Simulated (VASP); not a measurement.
**VASP 6.6.1 run: AlN**

INCAR

```
IBRION = -1
BMIX = 0.0001
PREC = Accurate
LWAVE = .FALSE.
ISMEAR = -1
EDIFF = 1E-7
GGA = PE
LREAL = .FALSE.
AMIX = 2
NELM = 77
NBANDS = 16
LASPH = .TRUE.
ENCUT = 520
IMIX = 1
ISIF = 2
NSW = 0
LCHARG = .FALSE.
SIGMA = 0.02
```

KPOINTS

```
KPOINTS created by Atomic Simulation Environment
0
Gamma
12 12 6
0 0 0
```

POSCAR

```
Al N
 1.0000000000000000
     3.2452523039688348    0.0000000000000000    0.0000000000000000
    -1.6226261519844174    2.8104709369269898    0.0000000000000000
     0.0000000000000000    0.0000000000000000    5.2006367362999999
 Al  N
   2   2
Cartesian
 -0.0000000000000000  1.8736472912846600 -0.0145913401662472
  1.6226261519844174  0.9368236456423300  2.5857270279837525
 -0.0000000000000000  1.8736472912846600  1.9648301162787469
  1.6226261519844174  0.9368236456423300  4.5651484844287467
```

The recommended PBE PAW datasets give the neutral cell 16 valence electrons.

Command

```
mpirun -np 1 vasp_std
```

OSZICAR

```
N       E                     dE             d eps       ncg     rms          rms(c)
DAV:   1     0.425320959331E+02    0.42532E+02   -0.71067E+03  2432   0.880E+02
DAV:   2    -0.299462539351E+02   -0.72478E+02   -0.65892E+02  3456   0.180E+02
DAV:   3    -0.337973517384E+02   -0.38511E+01   -0.38378E+01  3064   0.427E+01
DAV:   4    -0.338235159191E+02   -0.26164E-01   -0.26162E-01  2976   0.407E+00
DAV:   5    -0.338238843120E+02   -0.36839E-03   -0.36839E-03  3168   0.483E-01    0.114E+01
DAV:   6    -0.106757848995E+03   -0.72934E+02   -0.38294E+02  3024   0.129E+02    0.452E+01
DAV:   7    -0.789523145181E+03   -0.68277E+03   -0.40107E+03  3304   0.346E+02    0.120E+02
DAV:   8    -0.373171173346E+04   -0.29422E+04   -0.24488E+04  3016   0.924E+02    0.222E+02
DAV:   9    -0.909254995021E+04   -0.53608E+04   -0.47075E+04  4832   0.359E+02    0.355E+02
DAV:  10    -0.168434951358E+05   -0.77509E+04   -0.73693E+04  3656   0.162E+03    0.703E+02
DAV:  11    -0.275059674251E+05   -0.10662E+05   -0.97079E+04  4856   0.659E+02    0.115E+03
DAV:  12    -0.396035165000E+05   -0.12098E+05   -0.11854E+05  3680   0.228E+03    0.178E+03
DAV:  13    -0.553890474392E+05   -0.15786E+05   -0.14417E+05  4848   0.994E+02    0.246E+03
```

Standard output (part)

```
POSCAR found type information on POSCAR AlN
 POSCAR found :  2 types and       4 ions
 LDA part: xc-table for (Slater+PW92), standard interpolation
 POSCAR, INCAR and KPOINTS ok, starting setup
 WAVECAR not read
 entering main loop
|     EEEEEEE  RRRRRR   RRRRRR   OOOOOOO  RRRRRR      ###     ###     ###     |
|     E        R     R  R     R  O     O  R     R     ###     ###     ###     |
|     E        R     R  R     R  O     O  R     R     ###     ###     ###     |
|     EEEEE    RRRRRR   RRRRRR   O     O  RRRRRR       #       #       #      |
|     E        R    R   R    R   O     O  R    R      ###     ###     ###     |
|     EEEEEEE  R     R  R     R  OOOOOOO  R     R     ###     ###     ###     |
|     ERROR FEXCP: supplied Exchange-correletion table                        |
|      is too small, maximal index : 4413                                     |
|       ---->  I REFUSE TO CONTINUE WITH THIS SICK JOB ... BYE!!! <----       |
```

VASP stopped with an error.

Question: Find the fault in these files.

Answer: Mixing far too strong. VASP stopped with an error.
